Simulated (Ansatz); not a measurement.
Born–Oppenheimer molecular dynamics of a periodic cell of 12 atoms, TiO$_{2}$ (start crystal TiO2, start structure P2_1/c, volume 1.15 times the crystal's). It goes on from the last frame of an earlier run, with new velocities.

The calculation used DFT PBE, scalar-relativistic, plane waves, PAW (Ansatz 0.2.0). Settings: accuracy low, PAW set soft_1, cutoff 420 eV, k mesh 3x3x3, fermi-dirac smearing 0.36 eV, no spin polarisation.

```yaml
ensemble: NPT, Langevin
time_step: 0.75 fs
steps_asked: 90
set_temperature: 2940 K
friction: 0.02 /fs
pressure: 10 GPa
seed: 724987
```

First frame:

```xyz
12
Lattice="4.8078 0.0000 0.0000 0.0000 5.0802 0.0000 -0.7420 0.0000 4.9061" Properties=species:S:1:pos:R:3
Ti 0.620 0.623 1.436
Ti 2.488 3.037 1.619
Ti 2.477 5.270 4.516
Ti -0.065 2.920 3.641
O -0.817 2.311 1.929
O 3.884 4.704 1.328
O 3.250 3.806 3.625
O -1.208 1.296 4.281
O 0.809 4.543 3.401
O 2.016 1.766 0.393
O 1.587 1.861 2.722
O 0.560 4.224 5.815
```

What does the run give?

All steps were run.

- steps done: 90
- time covered: 67.5 fs
- mean temperature over the second half: 2888 K
- spread of the potential energy over the second half: 77.1 meV per atom
- mean potential energy of the second half above the start: -17.2 meV per atom
- mean pressure over the second half: 12.3 GPa

The conserved energy stayed within 0.26 meV per atom of its start (net change -0.17 meV per atom), so the integration is sound. A run of 0.068 ps of so small a system gives no equilibrium averages. Limits of this set-up: low accuracy level. The cell's volume went from 120 to 124 Å³.

What happens to the structure?

Mean squared displacements from the first frame to the last, about the centre of mass, the cell's change included: Ti 0.43 Å², O 0.52 Å². This is one draw of velocities; another would differ in detail.

How do temperature and energy run in time?


| time (fs) | T (K) | potential energy less start (eV) | conserved less start (meV/atom) | P (GPa) | volume (Å³) |
| --- | --- | --- | --- | --- | --- |
| 0 | 2695 | 0.000 | 0.00 | 25.7 | 119.8 |
| 5.25 | 3150 | -0.441 | -0.09 | 19.2 | 120.6 |
| 10.5 | 2741 | -0.370 | -0.02 | 11.0 | 121.9 |
| 15.75 | 2992 | -0.501 | -0.10 | 3.8 | 123.6 |
| 21 | 3165 | -0.573 | -0.10 | 0.0 | 125.0 |
| 26.25 | 3351 | -0.451 | -0.10 | 0.5 | 126.1 |
| 31.5 | 3141 | -0.173 | 0.06 | 4.2 | 126.4 |
| 36.75 | 3515 | -0.852 | -0.09 | 5.3 | 125.6 |
| 42 | 3953 | -1.533 | -0.24 | 6.2 | 125.0 |
| 47.25 | 3327 | -1.090 | -0.20 | 8.6 | 125.0 |
| 52.5 | 2634 | 0.201 | -0.07 | 14.9 | 124.9 |
| 57.75 | 1841 | 1.021 | -0.09 | 19.5 | 124.5 |
| 63 | 1846 | 0.817 | -0.02 | 18.5 | 124.1 |

The run took 26 min on 1 thread of Intel(R) Xeon(R) Processor @ 2.50GHz (Skylake/Cascade Lake), with other jobs on the host, peak memory 0.49 GiB.
